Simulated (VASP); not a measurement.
# HfO2 (P4_2/nmc) in VASP: Born charges and dielectric tensor with LDA

Aim: the Born charges and dielectric tensor of HfO2 with LDA.

Everything below comes from runs of VASP 6.6.1. Logs are shortened: lines on timing, memory, paths and dates and some standing lists are left out, and cuts for length are marked.

## (1) Starting point

Symmetry: P4_2/nmc, No. 137, tetragonal system. Conventional cell: a = 3.524 Å, b = 3.524 Å, c = 5.071 Å, α = 90.00°, β = 90.00°, γ = 90.00°. Hf (site symmetry -4m2) has 8 O at 2.05 to 2.31 Å as nearest neighbours. Around O (site symmetry 2mm) lie 4 Hf at 2.05 to 2.31 Å.

Measurements of this composition are mostly on another form, of space group No. 14.

## (2) Born charges and dielectric tensor, LDA

INCAR reads:

```
SYSTEM = HfO2
ALGO     = Fast           ! electronic algorithm
EDIFF    = 1E-8           ! SCF threshold, eV
ENCUT    = 600            ! plane-wave cutoff, eV
IBRION   = 8              ! ionic algorithm
ISIF     = 2              ! what is computed and relaxed
ISMEAR   = 0              ! smearing method
LASPH    = .TRUE.         ! aspherical terms in the spheres
LCHARG   = .FALSE.        ! write CHGCAR
LEPSILON = .TRUE.         ! dielectric tensor by DFPT
LREAL    = .FALSE.        ! projectors in reciprocal space
LWAVE    = .FALSE.        ! write WAVECAR
NELM     = 60             ! most SCF steps
NSW      = 1              ! ionic steps
PREC     = Accurate       ! precision mode
SIGMA    = 0.02           ! smearing width, eV
```

KPOINTS reads:

```
k-points
0
G
  6 6 6
  0 0 0
```

POSCAR reads:

```
HfO2
1.0
    3.5236400000      0.0000000000      0.0000000000
    0.0000000000      3.5236400000      0.0000000000
    0.0000000000      0.0000000000      5.0713300000
Hf O
2 4
Direct
    0.5000000000      0.5000000000      0.5000000000
    0.0000000000      0.0000000000      0.0000000000
    0.0000000000      0.5000000000      0.7059300000
    0.5000000000      0.0000000000      0.7940700000
    0.5000000000      0.0000000000      0.2940700000
    0.0000000000      0.5000000000      0.2059300000
```

Potentials or basis: VASP PAW LDA potentials, release 64 (Hf, O).

The run is started by

```
$ cat potpaw_LDA.64/Hf/POTCAR potpaw_LDA.64/O/POTCAR > POTCAR
$ mpirun -np 1 vasp_std > vasp.out
```

OUTCAR:

```text
SYSTEM = HfO2
   EDIFF = 1E-8
   ENCUT = 600
   IBRION = 8
   ISIF = 2
   ISMEAR = 0
   LASPH = .TRUE.
   LEPSILON = .TRUE.
   LREAL = .FALSE.
   NELM = 60
   NSW = 1
   PREC = Accurate

 ion  position               nearest neighbor table
   1  0.500  0.500  0.500-   3 2.05   5 2.05   5 2.05   3 2.05   4 2.31   4 2.31   6 2.31   6 2.31
                             2 3.55   2 3.55   2 3.55   2 3.55   2 3.55   2 3.55   2 3.55   2 3.55
   2  0.000  0.000  0.000-   4 2.05   6 2.05   6 2.05   4 2.05   3 2.31   5 2.31   3 2.31   5 2.31
                             1 3.55   1 3.55   1 3.55   1 3.55   1 3.55   1 3.55   1 3.55   1 3.55
   3  0.000  0.500  0.706-   1 2.05   1 2.05   2 2.31   2 2.31
   4  0.500  0.000  0.794-   2 2.05   2 2.05   1 2.31   1 2.31
   5  0.500  0.000  0.294-   1 2.05   1 2.05   2 2.31   2 2.31
   6  0.000  0.500  0.206-   2 2.05   2 2.05   1 2.31   1 2.31

  LATTYP: Found a simple tetragonal cell.
 ALAT       =     3.5236400000
 C/A-ratio  =     1.4392304549

  Lattice vectors:

 A1 = (   3.5236400000,   0.0000000000,   0.0000000000)
[... 901 lines left out ...]
  1Y     0.000000  -11.029057    0.000000    0.000000    0.521885    0.000000    0.000000    1.332410    0.000000    0.000000   -1.717086    0.000000    0.000000    9.957838    0.000000    0.000000    0.934010    0.000000
  1Z     0.000000    0.000000  -27.847914    0.000000    0.000000   16.800450    0.000000    0.000000    6.594390    0.000000    0.000000   -1.070658    0.000000    0.000000    6.594390    0.000000    0.000000   -1.070658
  2X     0.521885    0.000000    0.000000  -11.029057    0.000000    0.000000    0.934010    0.000000    0.000000    9.957838    0.000000    0.000000   -1.717086    0.000000    0.000000    1.332410    0.000000    0.000000
  2Y     0.000000    0.521885    0.000000    0.000000  -11.029057    0.000000    0.000000   -1.717086    0.000000    0.000000    1.332410    0.000000    0.000000    0.934010    0.000000    0.000000    9.957838    0.000000
  2Z     0.000000    0.000000   16.800450    0.000000    0.000000  -27.847914    0.000000    0.000000   -1.070658    0.000000    0.000000    6.594390    0.000000    0.000000   -1.070658    0.000000    0.000000    6.594390
  3X     9.970991    0.000000    0.000000    0.931303    0.000000    0.000000  -19.967529    0.000000    0.000000    7.682603    0.000000    0.000000    0.308166    0.000000    0.000000    1.074466    0.000000    0.000000
  3Y     0.000000    1.332888    0.000000    0.000000   -1.713085    0.000000    0.000000   -7.155502    0.000000    0.000000    6.146062    0.000000    0.000000    0.311018    0.000000    0.000000    1.078619    0.000000
  3Z     0.000000    0.000000    6.605004    0.000000    0.000000   -1.078072    0.000000    0.000000  -15.245827    0.000000    0.000000   -1.557494    0.000000    0.000000    1.417777    0.000000    0.000000    9.858611
  4X     0.931303    0.000000    0.000000    9.970991    0.000000    0.000000    7.682603    0.000000    0.000000  -19.967529    0.000000    0.000000    1.074466    0.000000    0.000000    0.308166    0.000000    0.000000
  4Y     0.000000   -1.713085    0.000000    0.000000    1.332888    0.000000    0.000000    6.146062    0.000000    0.000000   -7.155502    0.000000    0.000000    1.078619    0.000000    0.000000    0.311018    0.000000
  4Z     0.000000    0.000000   -1.078072    0.000000    0.000000    6.605004    0.000000    0.000000   -1.557494    0.000000    0.000000  -15.245827    0.000000    0.000000    9.858611    0.000000    0.000000    1.417777
  5X     1.332888    0.000000    0.000000   -1.713085    0.000000    0.000000    0.311018    0.000000    0.000000    1.078619    0.000000    0.000000   -7.155502    0.000000    0.000000    6.146062    0.000000    0.000000
  5Y     0.000000    9.970991    0.000000    0.000000    0.931303    0.000000    0.000000    0.308166    0.000000    0.000000    1.074466    0.000000    0.000000  -19.967529    0.000000    0.000000    7.682603    0.000000
  5Z     0.000000    0.000000    6.605004    0.000000    0.000000   -1.078072    0.000000    0.000000    1.417777    0.000000    0.000000    9.858611    0.000000    0.000000  -15.245827    0.000000    0.000000   -1.557494
  6X    -1.713085    0.000000    0.000000    1.332888    0.000000    0.000000    1.078619    0.000000    0.000000    0.311018    0.000000    0.000000    6.146062    0.000000    0.000000   -7.155502    0.000000    0.000000
  6Y     0.000000    0.931303    0.000000    0.000000    9.970991    0.000000    0.000000    1.074466    0.000000    0.000000    0.308166    0.000000    0.000000    7.682603    0.000000    0.000000  -19.967529    0.000000
  6Z     0.000000    0.000000   -1.078072    0.000000    0.000000    6.605004    0.000000    0.000000    9.858611    0.000000    0.000000    1.417777    0.000000    0.000000   -1.557494    0.000000    0.000000  -15.245827

 Eigenvectors and eigenvalues of the dynamical matrix
 ----------------------------------------------------

   1 f  =   20.710331 THz   130.126847 2PiTHz  690.822279 cm-1    85.651008 meV
             X         Y         Z           dx          dy          dz
      1.761820  1.761820  2.535665    -0.000000    0.000000   -0.000000
      0.000000  0.000000  0.000000     0.000000   -0.000000    0.000000
      0.000000  1.761820  3.580004     0.000000   -0.000000    0.500000
      1.761820  0.000000  4.026991    -0.000000    0.000000    0.500000
      1.761820  0.000000  1.491326     0.000000   -0.000000   -0.500000
      0.000000  1.761820  1.044339    -0.000000    0.000000   -0.500000
[... 145 lines left out ...]
  18 f/i=    0.006950 THz     0.043666 2PiTHz    0.231817 cm-1     0.028742 meV
             X         Y         Z           dx          dy          dz
      1.761820  1.761820  2.535665    -0.636332   -0.139915    0.000000
      0.000000  0.000000  0.000000    -0.636332   -0.139915    0.000000
      0.000000  1.761820  3.580004    -0.190342   -0.041599    0.000000
      1.761820  0.000000  4.026991    -0.190342   -0.041599    0.000000
      1.761820  0.000000  1.491326    -0.189192   -0.041852    0.000000
      0.000000  1.761820  1.044339    -0.189192   -0.041852    0.000000

--------------------------------------------------------------------------------------------------------

 MACROSCOPIC STATIC DIELECTRIC TENSOR IONIC CONTRIBUTION
 ------------------------------------------------------
          49.785044     0.000000     0.000000
           0.000000    49.785044    -0.000000
           0.000000    -0.000000    12.812132
 ------------------------------------------------------

 ELASTIC MODULI CONTR FROM IONIC RELAXATION (kBar)
 Direction    XX          YY          ZZ          XY          YZ          ZX
 --------------------------------------------------------------------------------
 XX        -893.7038    309.7831   -629.7951      0.0000     -0.0000      0.0000
 YY         309.7831   -893.7038   -629.7951      0.0000     -0.0000     -0.0000
 ZZ        -629.7951   -629.7951  -1358.5471      0.0000     -0.0000      0.0000
 XY           0.0000      0.0000      0.0000      0.0000      0.0000      0.0000
 YZ          -0.0000     -0.0000     -0.0000      0.0000   -664.0282     -0.0000
 ZX           0.0000     -0.0000      0.0000      0.0000     -0.0000   -728.3481
 --------------------------------------------------------------------------------

 PIEZOELECTRIC TENSOR IONIC CONTR  for field in x, y, z        (C/m^2)
          XX          YY          ZZ          XY          YZ          ZX
  --------------------------------------------------------------------------------
  x     0.00000     0.00000     0.00000     0.00000    -0.00000    -0.00000
  y     0.00000     0.00000     0.00000     0.00000    -0.00000     0.00000
  z    -0.00000    -0.00000    -0.00000     0.00000    -0.00000     0.00000
```

stdout:

```text
POSCAR found type information on POSCAR HfO
 POSCAR found :  2 types and       6 ions
 scaLAPACK will be used
 LDA part: xc-table for (Slater(with rela. corr.)+CA(PZ))
 , standard interpolation
 POSCAR, INCAR and KPOINTS ok, starting setup
 FFT: planning ... GRIDC
 FFT: planning ... GRID_SOFT
 FFT: planning ... GRID
[... 37 lines left out ...]
 first order change of Fermi-energy   0.15815E-02
 force on displaced ion       3 direction 1 : -19.968   0.000   0.002
 Born effective charge ion    3 direction 1 :  -3.392   0.000   0.000
 Linear response progress:
 first order change of Fermi-energy  -0.13375E-02
 force on displaced ion       3 direction 2 :   0.000  -7.156   0.005
 Born effective charge ion    3 direction 2 :   0.000  -2.177   0.000
 Linear response progress:
 first order change of Fermi-energy  -0.64435E-02
 force on displaced ion       3 direction 3 :   0.000   0.000 -15.246
 Born effective charge ion    3 direction 3 :   0.000   0.000  -2.482
 Born effective charges drift removed
 Linear response finished
```

Run time: 9.3 min. Hardware: 1 thread of Intel Xeon 6975P-C (Granite Rapids), shared host; peak memory 0.58 GiB.

Results:

| Quantity | Value |
| --- | --- |
| Band gap on the k mesh | 4.50 eV, indirect (least direct gap 4.63 eV) |
| Electronic dielectric tensor (diagonal) | 5.15, 5.15, 4.72 |
| Born charges (mean of the diagonal) | Hf +5.37; O -2.68 e |
| Highest phonon frequency at Γ, LO-TO splitting left out | 691 cm⁻¹ |

Levels at points of the mesh, in eV from the valence-band top:
```csv
k point,band 13,band 14,band 15,band 16,band 17,band 18,band 19,band 20
"(0.00, 0.00, 0.00)",-0.49,-0.14,-0.14,-0.13,4.50,4.51,5.60,6.15
"(0.50, 0.00, 0.00)",-1.56,-1.56,-0.17,-0.17,4.96,4.96,6.06,6.06
"(0.50, 0.50, 0.00)",-0.94,-0.94,-0.34,-0.34,5.37,5.37,6.10,6.10
"(0.00, 0.00, 0.50)",-0.57,-0.57,-0.05,-0.05,5.24,5.24,5.50,5.50
"(0.50, 0.00, 0.50)",-1.46,-1.46,-1.11,-1.11,5.15,5.15,5.43,5.43
"(0.50, 0.50, 0.50)",-1.39,-1.39,0.00,0.00,5.89,5.89,6.04,6.04
```

Phonon frequencies in cm⁻¹ (negative: imaginary):
| q point | frequencies |
| --- | --- |
| (0.000, 0.000, 0.000) | 0 0 0 110 110 126 126 242 299 333 476 476 476 476 621 689 689 691 |

Electronic dielectric tensor:
```
5.15 0.00 0.00
0.00 5.15 0.00
0.00 0.00 4.72
```

Born effective charge tensors (e):
atom 1, Hf
```
5.57 0.00 0.00
0.00 5.57 0.00
0.00 0.00 4.96
```
atom 2, Hf
```
5.57 0.00 0.00
0.00 5.57 0.00
0.00 0.00 4.96
```
atom 3, O
```
-3.39  0.00  0.00
 0.00 -2.18  0.00
 0.00  0.00 -2.48
```
atom 4, O
```
-3.39  0.00  0.00
 0.00 -2.18  0.00
 0.00  0.00 -2.48
```
atom 5, O
```
-2.18  0.00  0.00
 0.00 -3.39  0.00
 0.00  0.00 -2.48
```
atom 6, O
```
-2.18  0.00  0.00
 0.00 -3.39  0.00
 0.00  0.00 -2.48
```

Caveat: spin-orbit coupling is left out, which moves the levels of the heavy elements.
